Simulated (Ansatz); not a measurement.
input.yaml (Ansatz)

```yaml
crystal:
  lattice:
    - [-3.9537273083, 3.9258317381, 1.6161078878]
    - [3.9258317381, -3.9537273083, 1.6161078878]
    - [2.1799876682, 2.1799876682, -1.6671986758]
  atoms:
    - { symbol: In, position: [0.999195367, 0.000804633, 1.0] }
    - { symbol: In, position: [0.750804633, 0.249195367, 0.5] }
hamiltonian:
  xc: pbe
  pseudopotentials:
    kind: paw
    azcp:
      In: "pseudopotentials/In.paw.azcp"
basis:
  ecutwfc: 420
  fft_grid_basis: typed
kpoints:
  mp_grid: { grid: [19, 19, 17], shift: [0, 0, 0] }
magnetization:
  spin_polarized: false
scf:
  occupations: { method: fermi_dirac, width: 0.1 }
```

and its output:

```
Engine: ansatz 0.2.0, x86_64-unknown-linux-gnu
Pseudopotentials: kind: paw
Pseudopotential: In, paw, valence charge 13, recommended cutoff 420 eV (normal) 
Functional definition: PBE
  parameter kappa = 0.804
  parameter beta = 0.06672455060314922
  exchange = pbe_x(kappa = kappa, mu = beta*pi^2/3)
  correlation = pbe_c(beta = beta)
Crystal: 2 atoms, lattice volume = 55.154 Å³
Basis set: ecut = 420 eV, 1081 PW (Γ)
Bands: 17, of which v1, the nominal top of the filled ones, is band 13 counted from 1 (12 counted from 0)
Symmetry: 4 space group operations
Space group: C2/c (ITA 15), of the structure as read, at distance tolerance 3.8e-5 Å
k-points: 1620 of 6137
Non-local potential: In, projectors of the file, l = 0: 2, l = 1: 2, l = 2: 2, l = 3: 2
PAW form: soft (Blöchl's): semilocal exchange-correlation on the pseudo side does not see the compensation charge
PAW one-centre angular grid: In, 590 points (default); XC on 64 Gauss nodes
Initial density: superposition of atomic densities (neutral atoms: chi_scale 0, normalization atom), corrected by the library's trained network
Initial wavefunctions: pseudopotential atomic-orbital guess
Functional: x = pbe(κ = 0.804, μ = 0.2195149727645171), c = pbe(β = 0.06672455060314922)
SCF iter   1: F=—  HF=-11195.693533 eV  |F-HF|=—  |Δ(HF+E_count)|=         —  Δρ=9.82e-4  dr2=2.55e-4  ethr=1.77e-3  ⟨swp⟩=5.5  Hψ=133829  notcnv=0
SCF iter   2: F=—  HF=-11195.692125 eV  |F-HF|=—  |Δ(HF+E_count)|=   1.41e-3  Δρ=4.33e-4  dr2=9.89e-5  ethr=9.80e-7  ⟨swp⟩=2.0  Hψ=57709  notcnv=0
SCF iter   3: F=—  HF=-11195.692145 eV  |F-HF|=—  |Δ(HF+E_count)|=   1.97e-5  Δρ=2.72e-4  dr2=2.39e-5  ethr=3.80e-7  ⟨swp⟩=2.0  Hψ=48516  notcnv=0
SCF iter   4: F=—  HF=-11195.692156 eV  |F-HF|=—  |Δ(HF+E_count)|=   1.11e-5  Δρ=1.22e-4  dr2=4.25e-6  ethr=9.19e-8  ⟨swp⟩=2.0  Hψ=32748  notcnv=0
iter 5 did not close the SCF: its close was put off for the readings that it lacked (scf_convergence_deferred on its scf_iter line)
SCF iter   5: F=-11195.692154 eV  HF=-11195.692154 eV  |F-HF|=3.77e-8  |Δ(HF+E_count)|=   2.04e-6  Δρ=1.50e-5  dr2=7.29e-8  ethr=1.64e-8  ⟨swp⟩=2.0  Hψ=48011  notcnv=0
SCF iter   6: F=-11195.692154 eV  HF=-11195.692154 eV  |F-HF|=1.82e-8  |Δ(HF+E_count)|=   5.34e-9  Δρ=7.30e-6  dr2=1.79e-8  ethr=2.81e-10  ⟨swp⟩=1.0  Hψ=83601  notcnv=0
SCF 1 converged in 6 iterations: F = -11195.692154 eV  dr2 = 1.79e-8
SCF converged after 6 iterations
Free energy (F): -11195.692154 eV
Harris-Foulkes:  -11195.692154 eV  (|F-HF|=1.82e-8)
Internal energy: -11195.659971 eV  (E = F + TS)
E sigma→0 (E₀):  -11195.676062 eV
Entropy (-TS):   -0.032183 eV (-16.091 meV/atom)
Fermi energy:    9.502126 eV
--- Per-component energies (eV) ---
  E_band       = -64.568085
  E_kinetic    = 481.783021
  E_local      = -2218.961924  (includes V_loc(G=0)·N_el)
  E_nonlocal   = 732.049812
  E_hartree    = 868.806418
  E_xc         = -431.583273
  E_vxc        = -199.381476  (∫ρ·V_xc dr)
  E_paw        = -8304.121001  (= ΣΔE_a)
  E_vpaw       = -597.677667  (= ΣTr[D̂ρ^β])
  E_aug_tail   = 0.000052  (compensation charges beyond the density's cutoff)
  E_ewald      = -2323.633075
  E_smearing   = -0.032183  (= −TS)
  E_closure    = 0.000000  (closes the sum)
  Σ components = -11195.692154   (vs F -11195.692154, Δ=0.00e0)
```
